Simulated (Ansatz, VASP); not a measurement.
One calculation of CaS3, two programs

```xyz
4
Lattice="2.2267 0.0000 0.0000 0.0000 3.7446 0.0000 0.0000 0.0000 4.5404" Properties=species:S:1:pos:R:3 pbc="T T T"
Ca    1.1133    1.8723    2.2702
S     0.0000    0.0000    1.1617
S     0.0000    0.0000    3.3787
S     0.0000    1.8723    0.0000
```

Alike in both runs: task single point; functional PBE; k mesh 8 × 4 × 4; occupations gaussian, width 0.1 eV; no spin polarisation.

|  | VASP | Ansatz |
| --- | --- | --- |
| version | VASP 6.6.1 | Ansatz 0.2.0 |
| potentials or method | VASP PAW PBE potentials, release 64 (Ca_sv, S) | scalar-relativistic, plane waves, PAW |
| plane-wave cutoff (eV) | 520 | 420 |
| valence electrons in the cell | 28 | 28 |

```csv
,VASP,Ansatz,Ansatz less VASP
gap on the k mesh at the Fermi level (eV),none,none,-
rms of the force components (eV/Å),0.044,0.078,+0.0349
```

Atom by atom the forces differ by 0.035 eV/Å (rms over components). A gap of «none» marks a metal or a gap that the smearing closes. With one functional, cell and mesh, what is left measures potentials, basis and numerics.

Caveats: the k mesh is coarse (spacing up to 0.42 Å⁻¹), so the values aren't converged.
